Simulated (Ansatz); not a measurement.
`Cc1ccc(O)cc1` → `[CH2]` (triplet) + `Oc1ccccc1`  (formal loss of a carbene)

Computed with Ansatz on PBE0-D4/def2-TZVP structures; ΔE is electronic, products minus reactants. CBS: MP2 limit from def2 TZ/QZ plus the TZ coupled-cluster correction, frozen cores. This one scheme is used for every species. DFT in def2-TZVPP. Triplets are unrestricted, without spin–orbit coupling. One conformer a species, not always the lowest.

```
             level  ΔE (kcal/mol)  difference from CCSD(T)/CBS
            B97M-V          106.1                          0.4
        r2SCANh-D4          100.1                         -5.6
          PBE-QIDH          105.1                         -0.6
           r2SCANh           99.5                         -6.2
             BHLYP           99.0                         -6.7
           LC-ωPBE          102.9                         -2.8
   CCSD/def2-TZVPP          100.3                         -5.4
     HF/def2-QZVPP           69.4                        -36.3
SCS-MP2/def2-QZVPP          108.5                          2.8
    CCSD/CBS(def2)          102.8                         -2.9
       CCSD(T)/CBS          105.7                            0
```

(1) What do rigid-rotor, harmonic-oscillator terms from PBE0-D4/def2-TZVP frequencies (298.15 K, 1 bar) make of the CCSD(T)/CBS value? (Best estimate.)

Largest T1 diagnostic among the species: 0.011.

Results:

(1) The calculation gave: ΔZPE = -6.3 kcal/mol, ΔH = +100.6 kcal/mol, ΔS = 149 J/(mol·K), ΔG = +90.0 kcal/mol. Open shells count their whole term as degenerate. Modes under 50 cm⁻¹ make the entropy rough.

From r2SCAN to r2SCAN0 (25 % exact exchange), in def2-TZVPP and without D4, ΔE moves by −1.0 kcal/mol. At CCSD(T), def2-SVP lies −3.2 kcal/mol from the extrapolated value and def2-TZVPP −2.5 kcal/mol. In def2-TZVPP, CCSD(T) changes the Hartree–Fock value by +33.8 kcal/mol (the triples alone add +2.9 kcal/mol) and MP2 by +37.6 kcal/mol.

CCSD(T)/CBS has its own doubt, a few kJ/mol and more with outer-core shells, so smaller differences from it don't rank the levels.
